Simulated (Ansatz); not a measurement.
input.yaml

```yaml
crystal:
  lattice:
    - [3.5897086654, 0.0, 0.0]
    - [0.0, 4.5471733621, 0.0]
    - [0.0, 0.0, 33.8871826238]
  atoms:
    - { symbol: Ge, position: [0.75, 0.6357285249, 0.2213226187] }
    - { symbol: S, position: [0.25, 0.9868015271, 0.2300379447] }
    - { symbol: S, position: [0.75, 0.4868015271, 0.2904941082] }
    - { symbol: Ge, position: [0.25, 0.1357285249, 0.2992094341] }
    - { symbol: Ge, position: [0.75, 0.8642714751, 0.3811452678] }
    - { symbol: S, position: [0.25, 0.5131984729, 0.3898605937] }
    - { symbol: S, position: [0.75, 0.0131984729, 0.4503167572] }
    - { symbol: Ge, position: [0.25, 0.3642714751, 0.4590320832] }
    - { symbol: Ge, position: [0.75, 0.6357285249, 0.5409679168] }
    - { symbol: S, position: [0.25, 0.9868015271, 0.5496832428] }
    - { symbol: S, position: [0.75, 0.4868015271, 0.6101394063] }
    - { symbol: Ge, position: [0.25, 0.1357285249, 0.6188547322] }
    - { symbol: Ge, position: [0.75, 0.8642714751, 0.7007905659] }
    - { symbol: S, position: [0.25, 0.5131984729, 0.7095058918] }
    - { symbol: S, position: [0.75, 0.0131984729, 0.7699620553] }
    - { symbol: Ge, position: [0.25, 0.3642714751, 0.7786773813] }
basis:
  ecutwfc: 500
kpoints:
  mp_grid: { grid: [8, 6, 1] }
hamiltonian:
  xc: r2scan
scf:
  occupations: { method: gaussian, width: 0.05 }
output:
  forces: true
  eigenvalues: true
relax:
  adjacent_minimum: "off"
  f_tol: 0.02
  max_steps: 60
efield:
  axis: 3
  dipole_correction: true
  ramp_width: 0.04
```

Run as
```bash
ansatz run input.yaml --threads 2 --pin off --max-ram 5120MiB --backend cpu --events-out ev --progress --plain --runs-dir out
```

Method: Ansatz 0.2.0, DFT r2SCAN, scalar-relativistic, plane waves, PAW.

From the run's log, abridged (iterations and final results):

```
SCF iter   1: F=—  HF=-41673.622906 eV  |F-HF|=—  |Δ(HF+E_count)|=         —  Δρ=5.68e-3  dr2=2.32e-1  dr2_τ=4.91e-2  ethr=1.77e-3  p=0.000 e·Å  D=1.40e-13 V/Å  ΔV_dip= 0.00 eV  dr2_dipole=1.17e-8  V_vac-E_F(+/−)=4.08/4.08 eV  ⟨swp⟩=6.4  Hψ=7422  notcnv=0  defer=2
efield: sawtooth ramp at fractional position 0.9800 (placed from the atoms, in the widest stretch of the axis that holds none; the zero of the levels goes with the place), width 0.0400; the density the first Hamiltonian is built on has a dipole p = 0.000 e·Å; the dipole correction subtracts the counter field D = 1.40e-13 V/Å, which shifts the + side's vacuum level by  0.00 eV against the − side's; the planar-averaged density in the ramp window peaks in size at 4.8e-6 e/Å³
SCF iter   2: F=—  HF=-41673.674617 eV  |F-HF|=—  |Δ(HF+E_count)|=   5.17e-2  Δρ=2.28e-3  dr2=2.95e-2  dr2_τ=1.98e-3  ethr=1.45e-4  p=0.000 e·Å  D=1.32e-5 V/Å  ΔV_dip= 0.00 eV  dr2_dipole=2.79e-8  V_vac-E_F(+/−)=4.29/4.29 eV  ⟨swp⟩=2.2  Hψ=3961  notcnv=0  defer=191
SCF iter   3: F=—  HF=-41673.673938 eV  |F-HF|=—  |Δ(HF+E_count)|=   6.79e-4  Δρ=1.28e-3  dr2=7.60e-3  dr2_τ=1.01e-4  ethr=1.84e-5  p= 0.000 e·Å  D=-7.51e-6 V/Å  ΔV_dip=0.00 eV  dr2_dipole=9.08e-9  V_vac-E_F(+/−)=4.23/4.23 eV  ⟨swp⟩=3.0  Hψ=3247  notcnv=0  defer=191
SCF iter   4: F=—  HF=-41673.675649 eV  |F-HF|=—  |Δ(HF+E_count)|=   1.71e-3  Δρ=3.14e-4  dr2=3.07e-3  dr2_τ=4.34e-5  ethr=4.75e-6  p=0.000 e·Å  D=1.98e-5 V/Å  ΔV_dip= 0.00 eV  dr2_dipole=6.24e-8  V_vac-E_F(+/−)=4.28/4.28 eV  ⟨swp⟩=2.4  Hψ=2808  notcnv=0  defer=191
SCF iter   5: F=—  HF=-41673.675425 eV  |F-HF|=—  |Δ(HF+E_count)|=   2.24e-4  Δρ=1.17e-4  dr2=8.69e-5  dr2_τ=1.68e-6  ethr=1.92e-6  p= 0.000 e·Å  D=-5.72e-6 V/Å  ΔV_dip=0.00 eV  dr2_dipole=4.74e-9  V_vac-E_F(+/−)=4.24/4.24 eV  ⟨swp⟩=2.0  Hψ=2126  notcnv=0  defer=191
SCF iter   6: F=—  HF=-41673.675470 eV  |F-HF|=—  |Δ(HF+E_count)|=   4.45e-5  Δρ=3.74e-5  dr2=1.06e-5  dr2_τ=3.83e-7  ethr=5.43e-8  p=0.000 e·Å  D=4.75e-6 V/Å  ΔV_dip= 0.00 eV  dr2_dipole=3.63e-9  V_vac-E_F(+/−)=4.24/4.24 eV  ⟨swp⟩=3.0  Hψ=3473  notcnv=0  defer=191
SCF iter   7: F=-41673.675479 eV  HF=-41673.675479 eV  |F-HF|=3.11e-7  |Δ(HF+E_count)|=   8.97e-6  Δρ=1.11e-5  dr2=1.97e-6  dr2_τ=3.56e-8  ethr=6.25e-9  p= 0.000 e·Å  D=-5.90e-6 V/Å  ΔV_dip=0.00 eV  dr2_dipole=5.29e-9  V_vac-E_F(+/−)=4.24/4.24 eV  ⟨swp⟩=10.3  Hψ=9023  notcnv=0
SCF 1 converged in 7 iterations: F = -41673.675479 eV  dr2 = 1.97e-6
relax step   1: F+E_penalty+E_count = -41673.67547857 eV  Δ(F+E_penalty+E_count) = +0.000e0 eV  max|allowed force component| = 1.251e-1 eV/Å  Δτ_max = 0.0000 Å  (7 SCF iters, dr2 threshold 1.00e-5 eV, accepted)
Initial density: handed on by an earlier stage of this run
Initial wavefunctions: those handed on with the density
SCF iter   1: F=—  HF=-41673.643647 eV  |F-HF|=—  |Δ(HF+E_count)|=         —  Δρ=1.26e-3  dr2=5.52e-3  dr2_τ=2.66e-2  ethr=3.35e-6  p= 0.000 e·Å  D=-5.90e-6 V/Å  ΔV_dip=0.00 eV  dr2_dipole=9.71e-9  V_vac-E_F(+/−)=4.23/4.23 eV  ⟨swp⟩=2.0  Hψ=5531  notcnv=0  defer=188
efield: sawtooth ramp at fractional position 0.9800 (handed on by an earlier solve), width 0.0400; the density the first Hamiltonian is built on has a dipole p =  0.000 e·Å; the dipole correction subtracts the counter field D = -5.90e-6 V/Å, which shifts the + side's vacuum level by +0.00 eV against the − side's; the planar-averaged density in the ramp window peaks in size at 7.9e-8 e/Å³
SCF iter   2: F=—  HF=-41673.677499 eV  |F-HF|=—  |Δ(HF+E_count)|=   3.39e-2  Δρ=8.03e-4  dr2=2.06e-3  dr2_τ=2.70e-5  ethr=3.35e-6  p=0.000 e·Å  D=6.27e-6 V/Å  ΔV_dip= 0.00 eV  dr2_dipole=2.61e-9  V_vac-E_F(+/−)=4.24/4.24 eV  ⟨swp⟩=2.5  Hψ=3275  notcnv=0  defer=188
SCF iter   3: F=—  HF=-41673.677964 eV  |F-HF|=—  |Δ(HF+E_count)|=   4.65e-4  Δρ=2.77e-4  dr2=2.68e-4  dr2_τ=7.75e-6  ethr=1.29e-6  p= 0.000 e·Å  D=-5.46e-6 V/Å  ΔV_dip=0.00 eV  dr2_dipole=8.73e-9  V_vac-E_F(+/−)=4.24/4.24 eV  ⟨swp⟩=2.0  Hψ=2228  notcnv=0  defer=188
SCF iter   4: F=—  HF=-41673.678116 eV  |F-HF|=—  |Δ(HF+E_count)|=   1.51e-4  Δρ=5.93e-5  dr2=1.05e-4  dr2_τ=1.07e-6  ethr=1.68e-7  p=0.000 e·Å  D=1.80e-5 V/Å  ΔV_dip= 0.00 eV  dr2_dipole=4.00e-8  V_vac-E_F(+/−)=4.25/4.25 eV  ⟨swp⟩=2.0  Hψ=2989  notcnv=0  defer=188
SCF iter   5: F=—  HF=-41673.678105 eV  |F-HF|=—  |Δ(HF+E_count)|=   1.04e-5  Δρ=2.60e-5  dr2=1.03e-5  dr2_τ=1.43e-7  ethr=6.57e-8  p= 0.000 e·Å  D=-4.50e-6 V/Å  ΔV_dip=0.00 eV  dr2_dipole=6.22e-9  V_vac-E_F(+/−)=4.24/4.24 eV  ⟨swp⟩=2.0  Hψ=2135  notcnv=0  defer=188
SCF iter   6: F=—  HF=-41673.678107 eV  |F-HF|=—  |Δ(HF+E_count)|=   1.79e-6  Δρ=1.12e-5  dr2=1.15e-6  dr2_τ=2.14e-8  ethr=6.45e-9  p=0.000 e·Å  D=5.24e-6 V/Å  ΔV_dip= 0.00 eV  dr2_dipole=1.69e-9  V_vac-E_F(+/−)=4.24/4.25 eV  ⟨swp⟩=2.0  Hψ=2240  notcnv=0  defer=188
SCF iter   7: F=-41673.678107 eV  HF=-41673.678107 eV  |F-HF|=7.45e-8  |Δ(HF+E_count)|=   3.76e-7  Δρ=4.43e-6  dr2=1.87e-7  dr2_τ=3.90e-9  ethr=6.11e-10  p= 0.000 e·Å  D=-5.14e-7 V/Å  ΔV_dip=0.00 eV  dr2_dipole=9.28e-10  V_vac-E_F(+/−)=4.25/4.25 eV  ⟨swp⟩=10.4  Hψ=8278  notcnv=0
SCF 2 converged in 7 iterations: F = -41673.678107 eV  dr2 = 1.87e-7
relax step   2: F+E_penalty+E_count = -41673.67810743 eV  Δ(F+E_penalty+E_count) = -2.629e-3 eV  max|allowed force component| = 4.669e-2 eV/Å  Δτ_max = 0.0324 Å  (7 SCF iters, dr2 threshold 9.78e-7 eV, accepted)
SCF iter   1: F=—  HF=-41673.658299 eV  |F-HF|=—  |Δ(HF+E_count)|=         —  Δρ=1.02e-3  dr2=3.48e-3  dr2_τ=1.84e-2  ethr=2.39e-5  p= 0.000 e·Å  D=-5.14e-7 V/Å  ΔV_dip=0.00 eV  dr2_dipole=9.78e-10  V_vac-E_F(+/−)=4.24/4.24 eV  ⟨swp⟩=3.8  Hψ=4834  notcnv=0  defer=188
efield: sawtooth ramp at fractional position 0.9800 (handed on by an earlier solve), width 0.0400; the density the first Hamiltonian is built on has a dipole p =  0.000 e·Å; the dipole correction subtracts the counter field D = -5.14e-7 V/Å, which shifts the + side's vacuum level by +0.00 eV against the − side's; the planar-averaged density in the ramp window peaks in size at 1.1e-7 e/Å³
SCF iter   2: F=—  HF=-41673.678812 eV  |F-HF|=—  |Δ(HF+E_count)|=   2.05e-2  Δρ=6.54e-4  dr2=1.36e-3  dr2_τ=1.98e-5  ethr=2.17e-6  p=0.000 e·Å  D=3.46e-6 V/Å  ΔV_dip= 0.00 eV  dr2_dipole=4.08e-10  V_vac-E_F(+/−)=4.25/4.25 eV  ⟨swp⟩=2.0  Hψ=3845  notcnv=0  defer=188
SCF iter   3: F=—  HF=-41673.679095 eV  |F-HF|=—  |Δ(HF+E_count)|=   2.83e-4  Δρ=2.18e-4  dr2=1.93e-4  dr2_τ=6.35e-6  ethr=8.49e-7  p= 0.000 e·Å  D=-1.41e-6 V/Å  ΔV_dip=0.00 eV  dr2_dipole=1.73e-9  V_vac-E_F(+/−)=4.25/4.25 eV  ⟨swp⟩=2.0  Hψ=2369  notcnv=0  defer=188
SCF iter   4: F=—  HF=-41673.679169 eV  |F-HF|=—  |Δ(HF+E_count)|=   7.46e-5  Δρ=5.25e-5  dr2=5.16e-5  dr2_τ=1.64e-6  ethr=1.21e-7  p=0.000 e·Å  D=8.20e-6 V/Å  ΔV_dip= 0.00 eV  dr2_dipole=6.02e-9  V_vac-E_F(+/−)=4.25/4.25 eV  ⟨swp⟩=2.0  Hψ=2516  notcnv=0  defer=188
SCF iter   5: F=—  HF=-41673.679162 eV  |F-HF|=—  |Δ(HF+E_count)|=   7.36e-6  Δρ=2.32e-5  dr2=8.72e-6  dr2_τ=7.54e-8  ethr=3.22e-8  p= 0.000 e·Å  D=-1.52e-6 V/Å  ΔV_dip=0.00 eV  dr2_dipole=1.87e-9  V_vac-E_F(+/−)=4.25/4.25 eV  ⟨swp⟩=2.0  Hψ=2208  notcnv=0  defer=188
SCF iter   6: F=—  HF=-41673.679162 eV  |F-HF|=—  |Δ(HF+E_count)|=   1.31e-7  Δρ=1.10e-5  dr2=1.66e-6  dr2_τ=2.29e-8  ethr=5.45e-9  p=0.000 e·Å  D=4.01e-6 V/Å  ΔV_dip= 0.00 eV  dr2_dipole=5.75e-10  V_vac-E_F(+/−)=4.25/4.25 eV  ⟨swp⟩=2.0  Hψ=2168  notcnv=0  defer=188
SCF iter   7: F=—  HF=-41673.679162 eV  |F-HF|=—  |Δ(HF+E_count)|=   8.35e-8  Δρ=5.05e-6  dr2=2.08e-7  dr2_τ=2.72e-9  ethr=1.04e-9  p=0.000 e·Å  D=1.00e-6 V/Å  ΔV_dip= 0.00 eV  dr2_dipole=1.79e-10  V_vac-E_F(+/−)=4.25/4.25 eV  ⟨swp⟩=2.6  Hψ=2949  notcnv=0  defer=188
SCF iter   8: F=-41673.679162 eV  HF=-41673.679162 eV  |F-HF|=1.40e-9  |Δ(HF+E_count)|=   2.69e-8  Δρ=1.87e-6  dr2=2.37e-8  dr2_τ=2.40e-10  ethr=6.25e-11  p=0.000 e·Å  D=2.71e-6 V/Å  ΔV_dip= 0.00 eV  dr2_dipole=6.16e-11  V_vac-E_F(+/−)=4.25/4.25 eV  ⟨swp⟩=10.2  Hψ=7814  notcnv=0
SCF 3 converged in 8 iterations: F = -41673.679162 eV  dr2 = 2.37e-8
relax step   3: F+E_penalty+E_count = -41673.67916192 eV  Δ(F+E_penalty+E_count) = -1.054e-3 eV  max|allowed force component| = 3.530e-2 eV/Å  Δτ_max = 0.0254 Å  (8 SCF iters, accepted)
SCF iter   1: F=—  HF=-41673.677966 eV  |F-HF|=—  |Δ(HF+E_count)|=         —  Δρ=2.77e-4  dr2=4.45e-4  dr2_τ=1.29e-3  ethr=1.53e-6  p=0.000 e·Å  D=2.71e-6 V/Å  ΔV_dip= 0.00 eV  dr2_dipole=3.55e-9  V_vac-E_F(+/−)=4.25/4.25 eV  ⟨swp⟩=3.1  Hψ=4896  notcnv=0  defer=188
efield: sawtooth ramp at fractional position 0.9800 (handed on by an earlier solve), width 0.0400; the density the first Hamiltonian is built on has a dipole p = 0.000 e·Å; the dipole correction subtracts the counter field D = 2.71e-6 V/Å, which shifts the + side's vacuum level by  0.00 eV against the − side's; the planar-averaged density in the ramp window peaks in size at 9.7e-8 e/Å³
SCF iter   2: F=—  HF=-41673.679377 eV  |F-HF|=—  |Δ(HF+E_count)|=   1.41e-3  Δρ=1.70e-4  dr2=1.10e-4  dr2_τ=2.84e-6  ethr=2.78e-7  p= 0.000 e·Å  D=-4.68e-6 V/Å  ΔV_dip=0.00 eV  dr2_dipole=1.00e-9  V_vac-E_F(+/−)=4.25/4.25 eV  ⟨swp⟩=2.0  Hψ=3016  notcnv=0  defer=188
SCF iter   3: F=—  HF=-41673.679389 eV  |F-HF|=—  |Δ(HF+E_count)|=   1.22e-5  Δρ=8.68e-5  dr2=2.86e-5  dr2_τ=5.27e-7  ethr=6.90e-8  p= 0.000 e·Å  D=-6.04e-8 V/Å  ΔV_dip=0.00 eV  dr2_dipole=6.59e-10  V_vac-E_F(+/−)=4.25/4.25 eV  ⟨swp⟩=2.0  Hψ=2036  notcnv=0  defer=188
SCF iter   4: F=—  HF=-41673.679404 eV  |F-HF|=—  |Δ(HF+E_count)|=   1.48e-5  Δρ=1.70e-5  dr2=9.58e-6  dr2_τ=2.46e-7  ethr=1.78e-8  p= 0.000 e·Å  D=-7.88e-6 V/Å  ΔV_dip=0.00 eV  dr2_dipole=5.52e-9  V_vac-E_F(+/−)=4.25/4.25 eV  ⟨swp⟩=2.0  Hψ=2499  notcnv=0  defer=188
SCF iter   5: F=—  HF=-41673.679403 eV  |F-HF|=—  |Δ(HF+E_count)|=   1.06e-6  Δρ=7.25e-6  dr2=6.87e-7  dr2_τ=9.17e-9  ethr=5.98e-9  p=0.000 e·Å  D=2.36e-7 V/Å  ΔV_dip= 0.00 eV  dr2_dipole=6.60e-10  V_vac-E_F(+/−)=4.25/4.25 eV  ⟨swp⟩=2.0  Hψ=2176  notcnv=0  defer=188
SCF iter   6: F=—  HF=-41673.679403 eV  |F-HF|=—  |Δ(HF+E_count)|=   5.26e-8  Δρ=3.02e-6  dr2=1.52e-7  dr2_τ=2.22e-9  ethr=4.29e-10  p= 0.000 e·Å  D=-3.09e-6 V/Å  ΔV_dip=0.00 eV  dr2_dipole=2.34e-10  V_vac-E_F(+/−)=4.25/4.25 eV  ⟨swp⟩=2.0  Hψ=2246  notcnv=0  defer=188
SCF iter   7: F=-41673.679403 eV  HF=-41673.679403 eV  |F-HF|=2.77e-9  |Δ(HF+E_count)|=   1.39e-8  Δρ=9.14e-7  dr2=8.48e-9  dr2_τ=4.57e-10  ethr=6.25e-11  p= 0.000 e·Å  D=-1.08e-6 V/Å  ΔV_dip=0.00 eV  dr2_dipole=8.93e-11  V_vac-E_F(+/−)=4.25/4.25 eV  ⟨swp⟩=9.1  Hψ=7379  notcnv=0
SCF 4 converged in 7 iterations: F = -41673.679403 eV  dr2 = 8.48e-9
relax step   4: F+E_penalty+E_count = -41673.67940319 eV  Δ(F+E_penalty+E_count) = -2.413e-4 eV  max|allowed force component| = 8.241e-3 eV/Å  Δτ_max = 0.0070 Å  (7 SCF iters, accepted)
SCF iter   1: F=—  HF=-41673.679403 eV  |F-HF|=—  |Δ(HF+E_count)|=         —  Δρ=9.15e-7  dr2=8.48e-9  dr2_τ=4.58e-10  ethr=5.31e-12  p= 0.000 e·Å  D=-1.08e-6 V/Å  ΔV_dip=0.00 eV  dr2_dipole=8.94e-11  V_vac-E_F(+/−)=4.25/4.25 eV  ⟨swp⟩=1.0  Hψ=5342  notcnv=0
efield: sawtooth ramp at fractional position 0.9800 (kept from the solve that this one continues, or follows in the run), width 0.0400; the density the first Hamiltonian is built on has a dipole p =  0.000 e·Å; the dipole correction subtracts the counter field D = -1.08e-6 V/Å, which shifts the + side's vacuum level by +0.00 eV against the − side's; the planar-averaged density in the ramp window peaks in size at 9.7e-8 e/Å³
SCF iter   2: F=-41673.679403 eV  HF=-41673.679403 eV  |F-HF|=1.00e-9  |Δ(HF+E_count)|=   1.00e-9  Δρ=4.76e-7  dr2=1.48e-9  dr2_τ=4.86e-11  ethr=5.30e-12  p= 0.000 e·Å  D=-2.25e-6 V/Å  ΔV_dip=0.00 eV  dr2_dipole=2.56e-11  V_vac-E_F(+/−)=4.25/4.25 eV  ⟨swp⟩=3.1  Hψ=4367  notcnv=0
SCF 5 converged in 2 iterations: F = -41673.679403 eV  dr2 = 1.48e-9
SCF converged after 2 iterations
Free energy (F): -41673.679403 eV
Harris-Foulkes:  -41673.679403 eV  (|F-HF|=1.00e-9)
Internal energy: -41673.679403 eV  (E = F + TS)
E sigma→0 (E₀):  -41673.679403 eV
Fermi energy:    3.164315 eV
Dipole field:    D = 0.000002 V/Å  (p = 0.000006 e·Å, saw-weighted, corrected)
Work function:   Φ+ = 4.2486 eV   Φ− = 4.2487 eV
Levels:          The Fermi level and band energies are counted from a zero that moves with the ramp; work functions are not
--- Per-component energies (eV) ---
  E_band       = -2105.578707
  E_kinetic    = 1722.174689
  E_local      = -130179.051372  (includes V_loc(G=0)·N_el)
  E_nonlocal   = 3553.741087
  E_hartree    = 63297.778252
  E_xc         = -1280.449320
  E_vxc        = -1290.856117  (∫ρ·V_xc dr)
  E_paw        = -21110.544845  (= ΣΔE_a)
  E_vpaw       = -2573.875448  (= ΣTr[D̂ρ^β])
  E_aug_tail   = 0.000133  (compensation charges beyond the density's cutoff)
  E_vtau       = 66.738817  (kinetic-family band-sum trace: ∫τ·v_τ [+ j·A + Jᵃ·Aᵃ] dr)
  E_efield     = 0.000000  (sawtooth field / dipole correction)
  E_vefield    = 0.000000  (∫n·V_field dr)
  E_ewald      = 42332.236232
  E_core_change = -9.564260  (= ΣΔE_core)
  E_smearing   =  0.000000  (= −TS)
--- Forces (eV/Å), atoms counted from 1 ---
  atom   1  Ge     0.00000000     0.00529207     0.00747753
  atom   2  S      0.00000000    -0.00034931    -0.00798349
  atom   3  S      0.00000000    -0.00242334    -0.00101265
  atom   4  Ge     0.00000000    -0.00439459     0.00165618
  atom   5  Ge     0.00000000     0.00464747    -0.00711711
  atom   6  S      0.00000000     0.00382170     0.00636042
  atom   7  S      0.00000000    -0.00515568     0.00699556
  atom   8  Ge     0.00000000    -0.00442357    -0.00814641
  atom   9  Ge     0.00000000     0.00443260     0.00823221
  atom  10  S      0.00000000     0.00518658    -0.00707840
  atom  11  S      0.00000000    -0.00385522    -0.00643797
  atom  12  Ge     0.00000000    -0.00465335     0.00719656
  atom  13  Ge     0.00000000     0.00438378    -0.00160526
  atom  14  S      0.00000000     0.00240929     0.00096960
  atom  15  S      0.00000000     0.00036509     0.00794441
  atom  16  Ge     0.00000000    -0.00528351    -0.00744191
--- Band table (eV; the first three rows and the last of 20) ---
  k-point 0: bands = ["-22.7315", "-22.7299", "-22.7205", "-22.7201", "-22.7174", "-22.7168", "-22.7117", "-22.7116", "-22.7104", "-22.7104", "-22.7011", "-22.7010", "-22.6748", "-22.6747", "-22.6715", "-22.6714", "-22.6669", "-22.6661", "-22.6660", "-22.6634", "-22.6633", "-22.6599", "-22.6582", "-22.6559", "-22.6550", "-22.6550", "-22.6442", "-22.6425", "-22.6415", "-22.6414", "-22.6368", "-22.6364", "-22.6231", "-22.6231", "-22.6151", "-22.6150", "-22.6009", "-22.6008", "-22.5812", "-22.5811", "-12.8480", "-12.7939", "-12.7162", "-12.6468", "-11.1657", "-11.0387", "-10.9136", "-10.8395", "-6.1219", "-6.0311", "-5.8893", "-5.7594", "-3.2716", "-3.0270", "-2.9802", "-2.8310", "-2.8036", "-2 ...
  k-point 1: bands = ["-22.7309", "-22.7293", "-22.7210", "-22.7206", "-22.7176", "-22.7167", "-22.7119", "-22.7119", "-22.7103", "-22.7103", "-22.7012", "-22.7011", "-22.6741", "-22.6739", "-22.6715", "-22.6714", "-22.6668", "-22.6662", "-22.6661", "-22.6636", "-22.6635", "-22.6596", "-22.6583", "-22.6561", "-22.6547", "-22.6546", "-22.6440", "-22.6424", "-22.6414", "-22.6414", "-22.6370", "-22.6368", "-22.6232", "-22.6231", "-22.6149", "-22.6148", "-22.6009", "-22.6008", "-22.5813", "-22.5812", "-12.7266", "-12.6736", "-12.5976", "-12.5301", "-11.2327", "-11.1210", "-11.0126", "-10.9481", "-6.3515", "-6.2118", "-6.0055", "-5.8173", "-4.0862", "-3.9034", "-3.7296", "-3.6504", "-2.5961", "-2 ...
  k-point 2: bands = ["-22.7295", "-22.7279", "-22.7222", "-22.7220", "-22.7178", "-22.7166", "-22.7124", "-22.7123", "-22.7100", "-22.7100", "-22.7014", "-22.7013", "-22.6726", "-22.6722", "-22.6715", "-22.6714", "-22.6666", "-22.6665", "-22.6664", "-22.6640", "-22.6639", "-22.6590", "-22.6584", "-22.6567", "-22.6540", "-22.6539", "-22.6435", "-22.6420", "-22.6413", "-22.6412", "-22.6376", "-22.6375", "-22.6233", "-22.6232", "-22.6145", "-22.6144", "-22.6010", "-22.6009", "-22.5815", "-22.5814", "-12.3885", "-12.3387", "-12.2668", "-12.2037", "-11.4769", "-11.3965", "-11.3211", "-11.2738", "-6.5179", "-6.3324", "-6.0656", "-5.8106", "-5.2662", "-5.0231", "-4.7736", "-4.5961", "-2.1183", "-1 ...
  k-point 19: bands = ["-22.7295", "-22.7295", "-22.7252", "-22.7251", "-22.7139", "-22.7139", "-22.7109", "-22.7109", "-22.7067", "-22.7066", "-22.6941", "-22.6941", "-22.6756", "-22.6755", "-22.6733", "-22.6733", "-22.6691", "-22.6691", "-22.6653", "-22.6653", "-22.6640", "-22.6640", "-22.6579", "-22.6578", "-22.6514", "-22.6513", "-22.6482", "-22.6482", "-22.6362", "-22.6362", "-22.6313", "-22.6312", "-22.6183", "-22.6183", "-22.6126", "-22.6125", "-22.6077", "-22.6076", "-22.5760", "-22.5760", "-10.9497", "-10.9496", "-10.9163", "-10.9163", "-10.9091", "-10.9091", "-10.8648", "-10.8648", "-6.0717", "-6.0717", "-6.0437", "-6.0437", "-6.0154", "-6.0154", "-5.9863", "-5.9863", "-2.5138", "- ...
--- Relaxed structure (4 steps of the walk, 4 accepted, 0 SCFs on fresh bases) ---
  F+E_penalty+E_count = -41673.67940319 eV   max|allowed force component| = 8.241e-3 eV/Å
  atoms:
    - { symbol: Ge, position: [0.75, 0.63201460, 0.22226066] }
    - { symbol: S, position: [0.25, 0.98309664, 0.23082396] }
    - { symbol: S, position: [0.75, 0.48536435, 0.29079372] }
    - { symbol: Ge, position: [0.25, 0.13317792, 0.29951811] }
    - { symbol: Ge, position: [0.75, 0.86490388, 0.38126337] }
    - { symbol: S, position: [0.25, 0.51379520, 0.38991254] }
    - { symbol: S, position: [0.75, 0.01422207, 0.45040567] }
    - { symbol: Ge, position: [0.25, 0.36528683, 0.45909931] }
    - { symbol: Ge, position: [0.75, 0.63471131, 0.54090056] }
    - { symbol: S, position: [0.25, 0.98577533, 0.54959454] }
    - { symbol: S, position: [0.75, 0.48620600, 0.61008762] }
    - { symbol: Ge, position: [0.25, 0.13509669, 0.61873655] }
    - { symbol: Ge, position: [0.75, 0.86682344, 0.70048171] }
    - { symbol: S, position: [0.25, 0.51463738, 0.70920633] }
    - { symbol: S, position: [0.75, 0.01690307, 0.76917600] }
    - { symbol: Ge, position: [0.25, 0.36798522, 0.77773927] }
```

The relaxation met its thresholds.

It took 4 min on 2 threads of Intel(R) Xeon(R) 6975P-C (Granite Rapids), on a shared host, peak memory 2.4 GiB.